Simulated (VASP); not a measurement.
Input of a VASP 6.6.1 run:

INCAR

```
AGGAC = 1.0 ; AGGAX = 1.0
ALDAC = 0.0 ; ALDAX = 1.0
ALGO = Fast ; EDIFF = 1E-6
ENCUT = 520 ; GGA = B5
ISIF = 2 ; ISMEAR = -1
LASPH = T ; LCHARG = F
LREAL = F ; LWAVE = F
NBANDS = 10 ; NELM = 60
PREC = Accurate ; SIGMA = 0.1
```

The input KPOINTS:

```
k-points
0
Gamma
  13 13 13
```

POSCAR

```
Ir
1.0
    2.6852876240      0.0000000000      0.0000000000
    0.0000000000      2.6852876240      0.0000000000
    0.0000000000      0.0000000000      2.6852876240
Ir
1
Direct
    0.0000000000      0.0000000000      0.0000000000
```

Potentials or basis: VASP PAW PBE potentials, release 64 (Ir).

Launch:

```console
$ cat potpaw_PBE.64/Ir/POTCAR > POTCAR
$ mpirun -np 1 vasp_std > vasp.out
```

Predict the band gap on the k mesh.

none (metal or under the smearing width).

What does it give for the pressure?

-11.9 GPa.

Caveat: the PAW data sets were made with another functional, which shifts forces and pressure a little. The run has no spin-orbit coupling, so splittings on Ir are missing.
